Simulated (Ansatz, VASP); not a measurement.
Cu4O in VASP and in Ansatz

```
CELL_PARAMETERS angstrom
4.36183 0.00000 0.00000
0.00000 4.36183 0.00000
0.00000 0.00000 4.36183
ATOMIC_POSITIONS crystal
Cu 0.50000 0.00000 0.00000
Cu 0.00000 0.50000 0.00000
Cu 0.00000 0.00000 0.50000
Cu 0.00000 0.00000 0.00000
O 0.50000 0.50000 0.50000
```

Alike in both runs: functional PBE; k mesh 4 × 4 × 4; occupations gaussian, width 0.1 eV; collinear spin.

Ansatz relaxed the structure, and its values are those at the end. VASP's run is a single point on that final structure, the one shown.

```csv
,VASP,Ansatz
version,VASP 6.6.1,Ansatz 0.2.0
potentials or method,"VASP PAW PBE potentials, release 64 (Cu, O)","scalar-relativistic, plane waves, PAW"
plane-wave cutoff (eV),520,420
valence electrons in the cell,50,82
```

```tsv
	VASP	Ansatz	Ansatz less VASP
gap on the k mesh at the Fermi level (eV)	0.28	0.28	-0.005
least direct gap on the mesh (eV)	0.48	0.47	-0.006
pressure (GPa)	0.3	0.1	-0.17
net moment per atom (μB)	0.00	0.00	0.000
```

The two sets of potentials don't hold the same shells in valence. Ansatz warned: «seeded_moment_not_kept».
